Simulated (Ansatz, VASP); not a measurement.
**Two plane-wave programs on Ge**

Contents of INCAR:

```
PREC = Accurate
ENCUT = 520
EDIFF = 1E-6
ISMEAR = 0
SIGMA = 0.1
LREAL = F
LASPH = T
NELM = 80
ALGO = Normal
ISIF = 2
LWAVE = F
LCHARG = T
GGA = RP
LELF = T
LVHAR = T
```

KPOINTS

```
Automatic mesh
0
Gamma
  8 8 8
```

File POSCAR:

```
Ge
4.0007
    0.000000000000      0.707103756843      0.707103756843
    0.707103756843      0.000000000000      0.707103756843
    0.707103756843      0.707103756843      0.000000000000
Ge
2
Direct
    0.7500000000      0.7500000000      0.7500000000
    0.5000000000      0.5000000000      0.5000000000
```

Contents of input.yaml:

```yaml
crystal:
  lattice:
    - [0.0, 2.82891, 2.82891]
    - [2.82891, 0.0, 2.82891]
    - [2.82891, 2.82891, 0.0]
  atoms:
    - { symbol: Ge, position: [0.75, 0.75, 0.75] }
    - { symbol: Ge, position: [0.5, 0.5, 0.5] }
hamiltonian:
  xc: rpbe
  pseudopotentials: { kind: paw }
kpoints:
  mp_grid: { grid: [8, 8, 8] }
scf:
  occupations: { method: gaussian, width: 0.1 }
output:
  forces: true
  stress: true
  eigenvalues: true
```

Alike in both runs: task single point; functional RPBE; k mesh 8 × 8 × 8; occupations gaussian, width 0.1 eV; no spin polarisation.

```csv
,VASP,Ansatz
version,VASP 6.6.1,Ansatz 0.2.0
potentials or method,"VASP PAW PBE potentials, release 64 (Ge_d)",Ansatz PAW
plane-wave cutoff (eV),520,420
valence electrons in the cell,28,28
```

VASP gave:

| Quantity | Value |
| --- | --- |
| gap on the k mesh at the Fermi level (eV) | 0.15 |
| least direct gap on the mesh (eV) | 0.15 |
| pressure (GPa) | 5.3 |

**Question.** Which values does Ansatz return?

**Answer.** gap on the k mesh at the Fermi level (eV): 0.14; least direct gap on the mesh (eV): 0.14; pressure (GPa): 5.4.

Caveats: the PAW data sets were made with another functional, which shifts forces and pressure a little (VASP); the PAW data sets come from PBE, with cores solved anew for the run's functional, which leaves a small shift of forces and pressure (Ansatz). A k mesh can miss the band edges.
